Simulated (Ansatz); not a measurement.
# GaAs: relaxation of cell and atoms with PBE0

Crystal: GaAs.

```
Ga As
1.0
     3.60640    0.00000    0.00000
    -1.80320    3.12324    0.00000
     0.00000    0.00000    3.57319
Ga As
1 1
Direct
  0.33333 0.66667 0.50000
  0.00000 0.00000 0.00000
```

The cell was built by a generator and needn't be a form met in nature.

```yaml
Program: Ansatz 0.2.0
Task: relaxation of cell and atoms
Functional: PBE0
Potentials_or_basis: Ansatz PAW
Cutoff: "420 eV (not typed: the program's choice for these potentials)"
k_mesh: 5 × 5 × 4
Occupations: fermi-dirac, width 0.05 eV
Spin: no spin polarisation
```

```json
{
 "Relaxed volume": "19.81 Å³/atom",
 "Relaxed cell": "a = 3.754 Å, b = 3.754 Å, c = 3.246 Å, α = 90.00°, β = 90.00°, γ = 120.00°",
 "Space group after relaxing (to 0.05 Å)": "P-6m2 (No. 187)",
 "Energy gained by relaxing": "99.2 meV/atom",
 "Ionic steps": "6",
 "Pressure after relaxing": "0.0 GPa",
 "Band gap on the k mesh": "none (metal or under the smearing width)"
}
```

The path:
```
step  energy change (eV)  largest force (eV/Å)  volume (Å³)
   1              0.0000                0.0000        40.25
   2             -0.1168                0.0000        39.21
   3             -0.1972                0.0000        39.19
   4             -0.1985                0.0000        39.53
   5             -0.1988                0.0000        39.62
   6             -0.1984                0.0000        39.62
```

Final structure:
```
Ga As
1.0
     3.75437    0.00000    0.00000
    -1.87719    3.25138    0.00000
     0.00000    0.00000    3.24602
Ga As
1 1
Direct
  0.33333 0.66667 0.50000
  0.00000 0.00000 0.00000
```

Levels at points of the mesh, in eV from the Fermi level:
```
            k point  band 11  band 12  band 13  band 14  band 15  band 16  band 17  band 18
 (0.00, 0.00, 0.00)   -16.01    -1.89    -1.89    -1.58    -1.08     4.38     4.38     5.53
(0.00, 0.00, -0.50)   -13.43   -10.20     0.89     0.89     3.69     4.57     5.18     5.18
```

Wall time 43 s on 1 × NVIDIA H100 80GB HBM3 with 2 threads of AMD EPYC 7R13 Processor (Zen 3) (shared host), peak memory 1.9 GiB.

Caveat: the k mesh is coarse (spacing up to 0.44 Å⁻¹), so the values aren't converged, least of all with exact exchange; the plane-wave basis is chosen anew once the cell has moved, so the energies of steps on either side of that aren't comparable; the PAW data sets come from PBE, with cores solved anew for the run's functional, which leaves a small shift of forces and pressure.
